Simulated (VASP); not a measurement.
# Te2Mo (Pm) in VASP: further runs, part 2 of 3

VASP 6.6.1. Earlier steps stand in the parts before.

**3. Optical spectrum, PBE**

Contents of INCAR:

```
PREC = Accurate ; ENCUT = 520
EDIFF = 1E-6 ; ISMEAR = 0
SIGMA = 0.02 ; LREAL = F
LASPH = T ; NELM = 60
ALGO = Normal ; ISIF = 2
LWAVE = F ; LCHARG = F
GGA = PE ; LOPTICS = T
NBANDS = 100 ; NEDOS = 2000
CSHIFT = 0.05
```

Contents of KPOINTS:

```
Automatic mesh
0
Gamma
  3 6 2
```

Contents of POSCAR:

```
Te2Mo
1.0
    6.3464495577      0.0000000000      0.0000000000
    0.0000000000      3.4942155400      0.0000000000
   -0.5490254083      0.0000000000     14.8561586148
Te Mo
8 4
Direct
    0.0630865700      0.5000000000      0.4013918100
    0.9362609700      0.0000000000      0.5989235800
    0.5672046900      0.0000000000      0.3620628100
    0.4325395100      0.5000000000      0.6382740100
    0.0910474500      0.0000000000      0.1379227500
    0.9094538900      0.5000000000      0.8617520200
    0.5810927600      0.5000000000      0.0985498300
    0.4193469800      0.0000000000      0.9011539900
    0.3196862200      0.0000000000      0.5068268200
    0.6797845000      0.5000000000      0.4935200200
    0.1814915000      0.5000000000      0.0065316300
    0.8190039500      0.0000000000      0.9930897200
```

Potentials or basis: VASP PAW PBE potentials, release 64 (Te, Mo_sv).

On the command line:

```bash
cat potpaw_PBE.64/Te/POTCAR potpaw_PBE.64/Mo_sv/POTCAR > POTCAR
mpirun -np 1 vasp_std > vasp.out
```

OUTCAR:

```text
PREC = Accurate
   ENCUT = 520
   EDIFF = 1E-6
   ISMEAR = 0
   LREAL = F
   LASPH = T
   NELM = 60
   ISIF = 2
   GGA = PE

 ion  position               nearest neighbor table
   1  0.063  0.500  0.401-   9 2.82   9 2.82  10 2.84   2 3.54   2 3.54   3 3.63   3 3.63
   2  0.936  0.000  0.599-  10 2.82  10 2.82   9 2.84   1 3.54   1 3.54   4 3.63   4 3.63
   3  0.567  0.000  0.362-  10 2.70  10 2.70   9 2.71   1 3.63   1 3.63
   4  0.433  0.500  0.638-   9 2.70   9 2.70  10 2.71   2 3.63   2 3.63
   5  0.091  0.000  0.138-  11 2.70  11 2.70  12 2.71   7 3.63   7 3.63
   6  0.909  0.500  0.862-  12 2.70  12 2.70  11 2.71   8 3.63   8 3.63
   7  0.581  0.500  0.099-  12 2.82  12 2.82  11 2.84   8 3.53   8 3.53   5 3.63   5 3.63
   8  0.419  0.000  0.901-  11 2.82  11 2.82  12 2.84   7 3.53   7 3.53   6 3.63   6 3.63
   9  0.320  0.000  0.507-   4 2.70   4 2.70   3 2.71   1 2.82   1 2.82   2 2.84  10 2.89  10 2.89

  10  0.680  0.500  0.494-   3 2.70   3 2.70   4 2.71   2 2.82   2 2.82   1 2.84   9 2.89   9 2.89

  11  0.181  0.500  0.007-   5 2.70   5 2.70   6 2.71   8 2.82   8 2.82   7 2.84  12 2.89  12 2.89

  12  0.819  0.000  0.993-   6 2.70   6 2.70   5 2.71   7 2.82   7 2.82   8 2.84  11 2.89  11 2.89

  LATTYP: Found a simple monoclinic cell.
 ALAT       =     6.3464495577
 B/A-ratio  =     0.5505780056
 C/A-ratio  =     2.3424593439
 COS(beta)  =    -0.0369308709

  Lattice vectors:

 A1 = (   6.3464495577,   0.0000000000,   0.0000000000)
 A2 = (   0.0000000000,   3.4942155400,   0.0000000000)
 A3 = (  -0.5490254083,   0.0000000000,  14.8561586148)

Analysis of symmetry for initial positions (statically):
=====================================================================
 Subroutine PRICEL returns:
 Original cell was already a primitive cell.

 Routine SETGRP: Setting up the symmetry group for a
 simple monoclinic supercell.

 Subroutine GETGRP returns: Found  2 space group operations
 (whereof  2 operations were pure point group operations)
 out of a pool of  4 trial point group operations.

The static configuration has the point symmetry C_1h.

Analysis of symmetry for dynamics (positions and initial velocities):
=====================================================================
 Subroutine PRICEL returns:
 Original cell was already a primitive cell.

 Routine SETGRP: Setting up the symmetry group for a
 simple monoclinic supercell.

 Subroutine GETGRP returns: Found  2 space group operations
 (whereof  2 operations were pure point group operations)
 out of a pool of  4 trial point group operations.

The dynamic configuration has the point symmetry C_1h.
[... 1241 lines left out ...]

  FORCE on cell =-STRESS in cart. coord.  units (eV):
  Direction    XX          YY          ZZ          XY          YZ          ZX
  --------------------------------------------------------------------------------------
  -------------------------------------------------------------------------------------
  Total        1.7144884     -0.2346825      2.5435715      0.0000000      0.0000000     -0.0066847
  in kB        8.3379267     -1.1413115     12.3699368      0.0000000      0.0000000     -0.0325092
  external PRESSURE =       6.5221840 kB  Pullay stress =       0.0000000 kB

 VOLUME and BASIS-vectors are now :
 -----------------------------------------------------------------------------
  energy-cutoff  :      520.00
  volume of cell :      329.45
      direct lattice vectors                 reciprocal lattice vectors
     6.346449558  0.000000000  0.000000000     0.157568415  0.000000000  0.005823111
     0.000000000  3.494215540  0.000000000     0.000000000  0.286187268  0.000000000
    -0.549025408  0.000000000 14.856158615     0.000000000  0.000000000  0.067312152

 POSITION                                       TOTAL-FORCE (eV/Angst)
 -----------------------------------------------------------------------------------
      0.18000      1.74711      5.96314        -0.070849      0.000000     -0.034862
      5.61311      0.00000      8.89770         0.080419      0.000000      0.035973
      3.40095      0.00000      5.37886         0.035545      0.000000     -0.212059
      2.39466      1.74711      9.48230        -0.046149      0.000000      0.213361
      0.50210      0.00000      2.04900         0.036044      0.000000      0.219195
      5.29868      1.74711     12.80232        -0.037096      0.000000     -0.228753
      3.63377      1.74711      1.46407        -0.084164      0.000000      0.039612
      2.16661      0.00000     13.38769         0.087412      0.000000     -0.044585
      1.75061      0.00000      7.52950        -0.006733      0.000000     -0.086156
      4.04326      1.74711      7.33181         0.007916      0.000000      0.081940
      1.14824      1.74711      0.09703         0.007084      0.000000     -0.072796
      4.65254      0.00000     14.75350        -0.009428      0.000000      0.089130
 -----------------------------------------------------------------------------------
    total drift:                                0.000081     -0.000000     -0.000041

  FREE ENERGIE OF THE ION-ELECTRON SYSTEM (eV)
  ---------------------------------------------------
  free  energy   TOTEN  =       -71.9729354359 eV

  energy  without entropy=      -71.9728796618  energy(sigma->0) =      -71.97290755

 electrical conductivity sigma (Mega S m-1) (frequency dependency in vasprun.xml)
  --------------------------------------------------------------------------------------
       0.000       0.000      -0.000
       0.000       0.000       0.000
      -0.000       0.000       0.000

  frequency dependent IMAGINARY DIELECTRIC FUNCTION (independent particle, no local field effects) density-density
     E(ev)      X         Y         Z        XY        YZ        ZX
  --------------------------------------------------------------------------------------------------------------
     0.00000     0.00000     0.00000     0.00000     0.00000     0.00000     0.00000
     0.87578     2.77765    15.94545     3.78970     0.00000     0.00000     0.00868
     1.75156    17.91695     9.48664     4.15694     0.00000     0.00000    -0.10192
     2.62734    22.88552    20.04447     6.65350     0.00000     0.00000     0.15607
     3.50312    17.39773    20.30752    12.70989     0.00000     0.00000     0.06601
     4.37890    11.69319    12.56383    13.64432     0.00000     0.00000     0.01805
[... 92 lines left out ...]
    85.82635     0.00006     0.00006     0.00006     0.00000     0.00000    -0.00000
    86.70213     0.00006     0.00006     0.00006     0.00000     0.00000    -0.00000

  frequency dependent      REAL DIELECTRIC FUNCTION (independent particle, no local field effects) density-density
     E(ev)        X           Y           Z          XY          YZ          ZX
  --------------------------------------------------------------------------------------------------------------
     0.00000    24.03001    38.93871    22.05497     0.00000     0.00000    -2.40835
     0.87578    18.14475    -1.55823     9.27569     0.00000     0.00000     0.19546
     1.75156    13.44630    17.95847    14.70704     0.00000     0.00000    -0.10737
     2.62734     8.57008    15.62806    12.80071     0.00000     0.00000     0.43867
     3.50312     5.01444     4.62740     5.94610     0.00000     0.00000    -0.05373
     4.37890    -7.02137    -0.92621     5.56550     0.00000     0.00000     0.18680
[... 92 lines left out ...]
    85.82635     0.95349     0.95346     0.95311     0.00000     0.00000     0.00001
    86.70213     0.95447     0.95444     0.95410     0.00000     0.00000     0.00001

  frequency dependent IMAGINARY DIELECTRIC FUNCTION (independent particle, no local field effects) current-current
     E(ev)      X         Y         Z        XY        YZ        ZX
  --------------------------------------------------------------------------------------------------------------
     0.00000    51.57581    87.57606    30.95711     0.00000     0.00000    -0.81482
     0.87578     4.71220    15.43274     4.70635     0.00000     0.00000     0.03198
     1.75156    18.59203    10.44850     4.95118     0.00000     0.00000    -0.11493
     2.62734    23.13079    20.59958     7.09911     0.00000     0.00000     0.17436
     3.50312    17.50807    20.43149    12.84244     0.00000     0.00000     0.06459
     4.37890    11.50375    12.52324    13.74894     0.00000     0.00000     0.02253
[... 92 lines left out ...]
    85.82635     0.00000     0.00000     0.00000     0.00000     0.00000    -0.00000
    86.70213     0.00000     0.00000     0.00000     0.00000     0.00000    -0.00000

  frequency dependent      REAL DIELECTRIC FUNCTION (independent particle, no local field effects) current-current
     E(ev)        X           Y           Z          XY          YZ          ZX
  --------------------------------------------------------------------------------------------------------------
     0.00000    22.27557    37.59867    13.36710     0.00000     0.00000    -0.05952
     0.87578    17.88283    -3.14128     8.89716     0.00000     0.00000     0.18278
     1.75156    12.41718    17.45494    14.47925     0.00000     0.00000    -0.10394
     2.62734     7.69705    14.88229    12.55633     0.00000     0.00000     0.43082
     3.50312     4.52239     4.03649     5.58642     0.00000     0.00000    -0.05892
     4.37890    -7.28589    -1.21165     5.25939     0.00000     0.00000     0.18556
[... 92 lines left out ...]
    85.82635     0.95349     0.95347     0.95312     0.00000     0.00000     0.00001
    86.70213     0.95448     0.95446     0.95411     0.00000     0.00000     0.00001
```

It took 5.9 min on 1 thread of Intel Xeon 6975P-C (Granite Rapids), shared host; peak memory 0.96 GiB.

What came out:

```
Free energy            : -71.9729 eV
Pressure               : 0.7 GPa
Largest force          : 0.232 eV/Å
Band gap on the k mesh : none (metal or under the smearing width)
```

Forces on the atoms (eV/Å):
```
Te  -0.071  0.000 -0.035
Te   0.080  0.000  0.036
Te   0.036  0.000 -0.212
Te  -0.046  0.000  0.213
Te   0.036  0.000  0.219
Te  -0.037  0.000 -0.229
Te  -0.084  0.000  0.040
Te   0.087  0.000 -0.045
Mo  -0.007  0.000 -0.086
Mo   0.008  0.000  0.082
Mo   0.007  0.000 -0.073
Mo  -0.009  0.000  0.089
```

Stress tensor (GPa, compression positive):
```
 0.83  0.00  0.00
 0.00 -0.11  0.00
 0.00  0.00  1.24
```

Dielectric function (mean over the directions given):
```tsv
energy (eV)	real part	imaginary part
0.26	25.84	6.05
1.23	17.86	8.57
2.28	17.38	13.63
3.33	5.01	14.20
4.38	-0.79	12.63
5.43	-2.63	5.26
6.48	-1.59	6.01
7.44	-0.15	4.89
8.50	-2.25	5.61
9.55	-2.14	3.58
10.60	-2.01	2.23
11.65	-2.14	2.15
12.70	-1.71	1.05
13.66	-1.38	0.64
14.71	-0.98	0.28
15.76	-0.58	0.12
16.82	-0.29	0.03
17.87	-0.07	0.02
18.92	0.09	0.01
19.97	0.21	0.01
```

Caveat: spectra need much finer meshes, so this one isn't converged; independent-particle spectra lack excitons; the intraband (Drude) part of a metal's response may be missing; this functional lacks dispersion, which binds the layers, so the pressure and a relaxed spacing across them are unreliable. Spin-orbit coupling is left out, which matters for the levels of Te.

**4. Density of states, PBE**

POSCAR is that of step 3.

Contents of INCAR.step1:

```
SYSTEM = Te2Mo
PREC = Accurate ; ENCUT = 520
EDIFF = 1E-7 ; ISMEAR = 0
SIGMA = 0.02 ; LREAL = .False.
LASPH = .True. ; NELM = 100
ALGO = Fast ; ISIF = 2
LWAVE = .False. ; LCHARG = .True.
LMAXMIX = 4 ; GGA = PE
NBANDS = 64
```

Contents of KPOINTS.step1:

```
Automatic mesh
0
Gamma
  3 6 2
  0 0 0
```

Contents of INCAR.step2:

```
SYSTEM = Te2Mo
PREC = Accurate ; ENCUT = 520
EDIFF = 1E-7 ; ISMEAR = -5
SIGMA = 0.02 ; LREAL = .False.
LASPH = .True. ; NELM = 100
ALGO = Fast ; ISIF = 2
LWAVE = .False. ; LCHARG = .False.
LMAXMIX = 4 ; GGA = PE
LORBIT = 11 ; NBANDS = 64
NEDOS = 2001 ; ICHARG = 11
```

Contents of KPOINTS.step2:

```
Automatic mesh
0
Gamma
  5 9 3
  0 0 0
```

Potentials or basis: VASP PAW PBE potentials, release 64 (Te, Mo_sv).

On the command line:

```bash
cat potpaw_PBE.64/Te/POTCAR potpaw_PBE.64/Mo_sv/POTCAR > POTCAR
cp INCAR.step1 INCAR
cp KPOINTS.step1 KPOINTS
mpirun -np 1 vasp_std > vasp.out
cp INCAR.step2 INCAR
cp KPOINTS.step2 KPOINTS
mpirun -np 1 vasp_std > vasp.out
```

OUTCAR:

```text
SYSTEM = Te2Mo
   PREC = Accurate
   ENCUT = 520
   EDIFF = 1E-7
   ISMEAR = -5
   LREAL = .False.
   LASPH = .True.
   NELM = 100
   ISIF = 2
   GGA = PE
   LORBIT = 11
   ICHARG = 11

 ion  position               nearest neighbor table
   1  0.063  0.500  0.401-   9 2.82   9 2.82  10 2.84   2 3.54   2 3.54   3 3.63   3 3.63
   2  0.936  0.000  0.599-  10 2.82  10 2.82   9 2.84   1 3.54   1 3.54   4 3.63   4 3.63
   3  0.567  0.000  0.362-  10 2.70  10 2.70   9 2.71   1 3.63   1 3.63
   4  0.433  0.500  0.638-   9 2.70   9 2.70  10 2.71   2 3.63   2 3.63
   5  0.091  0.000  0.138-  11 2.70  11 2.70  12 2.71   7 3.63   7 3.63
   6  0.909  0.500  0.862-  12 2.70  12 2.70  11 2.71   8 3.63   8 3.63
   7  0.581  0.500  0.099-  12 2.82  12 2.82  11 2.84   8 3.53   8 3.53   5 3.63   5 3.63
   8  0.419  0.000  0.901-  11 2.82  11 2.82  12 2.84   7 3.53   7 3.53   6 3.63   6 3.63
[... 1860 lines left out ...]
      5.29868      1.74711     12.80232         0.005046      0.000000     -0.219151
      3.63377      1.74711      1.46407        -0.041624      0.000000      0.025491
      2.16661      0.00000     13.38769         0.042990      0.000000     -0.029215
      1.75061      0.00000      7.52950        -0.064841      0.000000     -0.032029
      4.04326      1.74711      7.33181         0.067467      0.000000      0.029797
      1.14824      1.74711      0.09703         0.061991      0.000000     -0.009821
      4.65254      0.00000     14.75350        -0.062211      0.000000      0.023753
 -----------------------------------------------------------------------------------
    total drift:                                0.000579      0.000000     -0.000926

  FREE ENERGIE OF THE ION-ELECTRON SYSTEM (eV)
  ---------------------------------------------------
  free  energy   TOTEN  =       -71.9467041511 eV

  energy  without entropy=      -71.9467041511  energy(sigma->0) =      -71.94670415

 total charge

# of ion       s       p       d       tot
------------------------------------------
    1        1.387   1.937   0.051   3.374
    2        1.387   1.937   0.051   3.374
    3        1.391   1.969   0.059   3.419
    4        1.391   1.969   0.059   3.419
    5        1.391   1.969   0.059   3.419
    6        1.391   1.969   0.059   3.420
    7        1.386   1.938   0.051   3.375
    8        1.386   1.938   0.051   3.375
    9        2.273   6.158   3.941  12.372
   10        2.273   6.158   3.942  12.373
   11        2.273   6.158   3.942  12.373
   12        2.273   6.158   3.942  12.373
--------------------------------------------------
tot         20.203  40.258  16.206  76.667
```

OUTCAR.step1:

```text
SYSTEM = Te2Mo
   PREC = Accurate
   ENCUT = 520
   EDIFF = 1E-7
   ISMEAR = 0
   LREAL = .False.
[... 1331 lines left out ...]
      4.04326      1.74711      7.33181         0.007954      0.000000      0.081845
      1.14824      1.74711      0.09703         0.007302      0.000000     -0.072697
      4.65254      0.00000     14.75350        -0.009545      0.000000      0.089052
 -----------------------------------------------------------------------------------
    total drift:                                0.000035     -0.000000     -0.000033

  FREE ENERGIE OF THE ION-ELECTRON SYSTEM (eV)
  ---------------------------------------------------
  free  energy   TOTEN  =       -71.9729354750 eV

  energy  without entropy=      -71.9728797614  energy(sigma->0) =      -71.97290762
```

Wall time 11 min (1 thread of Intel Xeon 6975P-C (Granite Rapids), shared host); peak memory 0.76 GiB.

What came out:

* Valence electrons inside the program's atomic spheres: Te 3.37, 3.42, 3.38; Mo 12.37

States per cell in windows of 1 eV (zero at the Fermi level; states under -8 eV left out):
| from (eV) | total | Mo11_d | Mo12_d | Mo9_d | Mo10_d | Te6_p | Te5_p |
| --- | --- | --- | --- | --- | --- | --- | --- |
| -8.0 | 0.00 | 0.00 | 0.00 | 0.00 | 0.00 | 0.00 | 0.00 |
| -7.0 | 0.00 | 0.00 | 0.00 | 0.00 | 0.00 | 0.00 | 0.00 |
| -6.0 | 3.59 | 0.10 | 0.10 | 0.10 | 0.10 | 0.14 | 0.14 |
| -5.0 | 10.27 | 0.39 | 0.39 | 0.39 | 0.39 | 0.38 | 0.38 |
| -4.0 | 10.46 | 0.56 | 0.56 | 0.56 | 0.57 | 0.46 | 0.46 |
| -3.0 | 11.98 | 0.91 | 0.91 | 0.91 | 0.91 | 0.46 | 0.46 |
| -2.0 | 14.14 | 1.35 | 1.35 | 1.35 | 1.35 | 0.39 | 0.40 |
| -1.0 | 6.68 | 0.61 | 0.61 | 0.59 | 0.59 | 0.15 | 0.15 |
| 0.0 | 6.14 | 0.83 | 0.83 | 0.88 | 0.88 | 0.10 | 0.10 |
| 1.0 | 10.73 | 1.55 | 1.54 | 1.49 | 1.48 | 0.20 | 0.20 |
| 2.0 | 7.24 | 0.85 | 0.84 | 0.83 | 0.83 | 0.22 | 0.21 |
| 3.0 | 0.27 | 0.02 | 0.03 | 0.02 | 0.02 | 0.01 | 0.01 |
| 4.0 | 0.00 | 0.00 | 0.00 | 0.00 | 0.00 | 0.00 | 0.00 |
| 5.0 | 0.00 | 0.00 | 0.00 | 0.00 | 0.00 | 0.00 | 0.00 |

Caveat: this functional lacks dispersion, which binds the layers, so the pressure and a relaxed spacing across them are unreliable; tetrahedron occupations give inexact forces and stress in metals. Spin-orbit coupling is left out, which matters for the levels of Te.

(Continued in part 3 of 3.)
